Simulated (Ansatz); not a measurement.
Runs of Ansatz 0.2.0 on NbAs. Symmetry: I4_1md, No. 109, tetragonal system. Conventional cell: a = 3.452 Å, b = 3.452 Å, c = 11.680 Å, α = 90.00°, β = 90.00°, γ = 90.00°. Nb (site symmetry 2mm) has 6 As at 2.60 to 2.63 Å as nearest neighbours. As (site symmetry 2mm) has 6 Nb at 2.60 to 2.63 Å as nearest neighbours. 

| task | potentials or basis | cutoff (eV) | gap on the mesh (eV) | pressure (GPa) | largest force (eV/Å) |
| --- | --- | --- | --- | --- | --- |
| single point | PseudoDojo standard (PBE files) | 1143 | none | 3.5 | 0.30 |
| single point | SPMS NC | 816 | none | 3.5 | 0.30 |
| single point | PseudoDojo stringent (PBE files) | 1415 | none | 3.4 | 0.30 |
| single point | Ansatz NC | 1143 | none | (a) | 0.30 |

Alike in all rows: level PBE; no spin polarisation; cell as given; k mesh 11 × 11 × 11; smearing fermi-dirac 0.05 eV.

Fill in the values left out.

(a) 3.3.

A k mesh can miss the band edges, and the runs leave out spin-orbit coupling on As, Nb.

A gap of «none» marks a metal or a gap under the smearing width.

Not every run made on this cell is shown here.
